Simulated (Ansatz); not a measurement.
Ir$_{2}$O$_{3}$: phonons across the zone

Level of theory: DFT PBE, scalar-relativistic, plane waves, PAW in Ansatz 0.2.0. Plane waves to 420 eV; Γ-centred k mesh 8×8×8; fixed occupations. No spin polarisation. Phonons by linear response, acoustic sum rule imposed.

Equilibrium structure at this level:
```xyz
10
Lattice="4.8049 0.0000 0.0000 0.0000 4.8049 0.0000 0.0000 0.0000 4.8049" Properties=species:S:1:pos:R:3 pbc="T T T"
Ir    1.2012    1.2012    1.2012
Ir    1.2012    3.6036    3.6036
Ir    3.6036    3.6036    1.2012
Ir    3.6036    1.2012    3.6036
O     2.4024    0.0000    0.0000
O     2.4024    0.0000    2.4024
O     0.0000    2.4024    0.0000
O     2.4024    2.4024    0.0000
O     0.0000    2.4024    2.4024
O     0.0000    0.0000    2.4024
```

The cell was found from a structure generator's guess, not taken from experiment. Spin–orbit coupling is left out, which matters for heavy elements. The run warned that its linear response isn't converged on this k mesh, so dielectric tensors, Born charges and infrared intensities are rough, and the frequencies may be too.

Force constants from linear response on a 2×2×2 q mesh.

Task: Is the structure dynamically stable on this mesh?

Result: Yes, on this mesh: no mode is imaginary.

Task: Give the frequencies (cm⁻¹; i marks imaginary ones) at the irreducible q points, in fractions of the reciprocal vectors, the Γ row without the LO field.

Result:
| q | star | frequencies |
| --- | --- | --- |
| 0.000 0.000 0.000 | 1 | 0 0 0 165 165 165 187 187 187 210 253 253 418 418 418 422 422 422 490 490 490 587 587 587 688 688 688 716 716 716 |
| 0.000 0.000 -0.500 | 3 | 103 103 115 115 169 169 175 175 196 196 223 223 386 386 419 419 439 439 533 533 536 536 619 619 647 647 690 690 707 707 |
| 0.000 -0.500 -0.500 | 3 | 128 128 132 132 168 168 168 168 186 186 227 227 384 384 415 415 448 448 547 547 611 611 621 621 628 628 630 630 702 702 |
| -0.500 -0.500 -0.500 | 1 | 114 114 150 150 150 163 163 163 203 232 232 232 394 416 416 440 440 446 596 596 596 598 598 598 651 651 651 659 659 659 |
